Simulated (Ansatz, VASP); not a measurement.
## One calculation of CaO, two programs

```
Ca O
1.0
     0.00000    2.44457    2.44457
     2.44457    0.00000    2.44457
     2.44457    2.44457    0.00000
Ca O
1 1
Direct
  0.00000 0.00000 0.00000
  0.50000 0.50000 0.50000
```

Alike in both runs: task single point; functional r2SCAN; k mesh 8 × 8 × 8; no spin polarisation.

|  | VASP | Ansatz |
| --- | --- | --- |
| version | VASP 6.6.1 | Ansatz 0.2.0 |
| potentials or method | VASP PAW PBE potentials, release 64 (Ca_sv, O) | plane waves, PAW |
| plane-wave cutoff (eV) | 520 | 500 |
| occupations | gaussian, width 0.01 eV | fixed |
| valence electrons in the cell | 16 | 16 |

|  | VASP | Ansatz | Ansatz less VASP |
| --- | --- | --- | --- |
| gap on the k mesh at the Fermi level (eV) | 4.20 | 4.20 | +0.009 |
| pressure (GPa) | -5.2 | -6.0 | -0.83 |

Caveats: the PAW data sets were made with another functional, which shifts forces and pressure a little (VASP). r2SCAN opens gaps a little over a GGA but as a rule still falls short of measured ones. A k mesh can miss the band edges.
